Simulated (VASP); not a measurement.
The system is In.

```
In
1.0
    -1.62547    1.62547    2.47370
     1.62547   -1.62547    2.47370
     1.62547    1.62547   -2.47370
In
1
Direct
  0.00000 0.00000 0.00000
```

| Property | Result |
| --- | --- |
| Program | VASP 6.6.1 |
| Task | relaxation of cell and atoms |
| Functional | PBE |
| Potentials or basis | VASP PAW PBE potentials, release 64 (In_d) |
| Cutoff | 600 eV |
| k mesh | 16 × 16 × 16 |
| Occupations | methfessel-paxton, width 0.1 eV |
| Spin | no spin polarisation |

At the start: pressure 2.0 GPa; volume 26.14 Å³/atom.

Where does the relaxation end?

Over 8 steps the energy falls by 8.5 meV/atom and the volume is 27.46 Å³/atom (+5.0 %); space group I4/mmm (No. 139, to 0.05 Å).

Step by step:
| step | energy change (eV) | largest force (eV/Å) | pressure (GPa) | volume (Å³) |
| --- | --- | --- | --- | --- |
| 1 | 0.0000 | 0.0000 | 1.97 | 26.14 |
| 2 | -0.0076 | 0.0000 | 0.04 | 27.38 |
| 3 | -0.0076 | 0.0000 | 0.06 | 27.41 |
| 4 | -0.0076 | 0.0000 | 0.00 | 27.41 |
| 5 | -0.0077 | 0.0000 | 0.04 | 27.42 |
| 6 | -0.0081 | 0.0000 | 0.03 | 27.44 |
| 7 | -0.0085 | 0.0000 | -0.02 | 27.46 |
| 8 | -0.0085 | 0.0000 | -0.03 | 27.46 |

Final structure:
```xyz
1
Lattice="-1.6358 1.6358 2.5656 1.6358 -1.6358 2.5656 1.6358 1.6358 -2.5656" Properties=species:S:1:pos:R:3 pbc="T T T"
In    0.0000    0.0000    0.0000
```
